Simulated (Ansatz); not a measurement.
**TaN: under pressure**

How does TaN compress? Cell and atoms are relaxed at 6 pressures between -3 and 60 GPa.

Program: Ansatz 0.2.0. Level of theory: DFT PBEsol, scalar-relativistic, plane waves, PAW. These are calculated values, not measurements.

2 further runs of the same task are left out: 2 set aside as unsound or not needed.

**1. The system as given**

Symmetry: P6/mmm, No. 191, hexagonal system. The conventional cell has a = 5.205 Å, b = 5.205 Å, c = 2.904 Å, α = 90.00°, β = 90.00°, γ = 120.00°. Ta (site symmetry 6/mmm) has 6 N at 2.60 Å and 2 Ta at 2.90 Å in its first shell of neighbours. Ta (site symmetry -6m2) has 6 N at 2.09 Å in its first shell of neighbours. N (site symmetry mmm) has 6 Ta at 2.09 to 2.60 Å in its first shell of neighbours.

Coordinates:

```cif
data_structure
_symmetry_space_group_name_H-M 'P 1'
_symmetry_Int_Tables_number 1
_cell_length_a 5.2051
_cell_length_b 5.2051
_cell_length_c 2.9036
_cell_angle_alpha 90.000
_cell_angle_beta 90.000
_cell_angle_gamma 120.000
_cell_volume 68.13
loop_
_atom_site_label
_atom_site_type_symbol
_atom_site_fract_x
_atom_site_fract_y
_atom_site_fract_z
_atom_site_occupancy
Ta1 Ta 0.00000 0.00000 0.00000 1
Ta2 Ta 0.33333 0.66667 0.50000 1
Ta3 Ta 0.66667 0.33333 0.50000 1
N1 N 0.50000 0.00000 0.00000 1
N2 N 0.50000 0.50000 0.00000 1
N3 N 0.00000 0.50000 0.00000 1
```

This cell was relaxed beforehand with the same method: volume 11.35 Å³/atom, gap on the mesh none (metal).

**2. Relaxing at -3 GPa**

Contents of input.yaml:

```yaml
crystal:
  lattice:
    - [5.2544427181, 0.0, 0.0]
    - [-2.6272213591, 4.5504808766, 0.0]
    - [0.0, 0.0, 2.9311184485]
  atoms:
    - { symbol: Ta, position: [0.0, 0.0, 0.0] }
    - { symbol: Ta, position: [0.3333333333, 0.6666666667, 0.5] }
    - { symbol: Ta, position: [0.6666666667, 0.3333333333, 0.5] }
    - { symbol: "N", position: [0.5, 0.0, 0.0] }
    - { symbol: "N", position: [0.5, 0.5, 0.0] }
    - { symbol: "N", position: [0.0, 0.5, 0.0] }
basis:
  ecutwfc: 420
kpoints:
  mp_grid: { grid: [12, 12, 12] }
hamiltonian:
  xc: pbesol
scf:
  occupations: { method: gaussian, width: 0.1 }
output:
  forces: true
  stress: true
  eigenvalues: true
relax:
  adjacent_minimum: "off"
  f_tol: 0.008
  max_steps: 50
  cell: { stress_tol: 0.08, p_target: -3.0 }
```

On the command line:

```sh
$ ansatz run input.yaml --threads 1 --pin off --max-ram 2560MiB --backend cpu --events-out ev --progress --plain --runs-dir out
```

The session goes on with these runs: 3 GPa; target pressure 8 GPa; relaxing at 15 GPa; 30 GPa; relaxing at 60 GPa.

Q: Predict the outcome of this session. Wanted: bulk modulus B0; B0'.

**Answer**, as computed:

```
                                     quantity                       value
                             volume at 60 GPa  9.79 Å³/atom, V/V0 = 0.862
bulk modulus B0 (third-order Birch-Murnaghan)                     299 GPa
                                          B0'                         4.0
```

**Reading.** At 60 GPa the crystal has lost 13.8 % of its volume. A third-order Birch-Murnaghan curve fits the points with B0 = 299 GPa. The cell gives way unevenly: a -6.2 %, b -6.2 %, c -2.0 %. The symmetry of the start is kept, so a transition to another structure would not show. Spin-orbit coupling is left out for Ta.
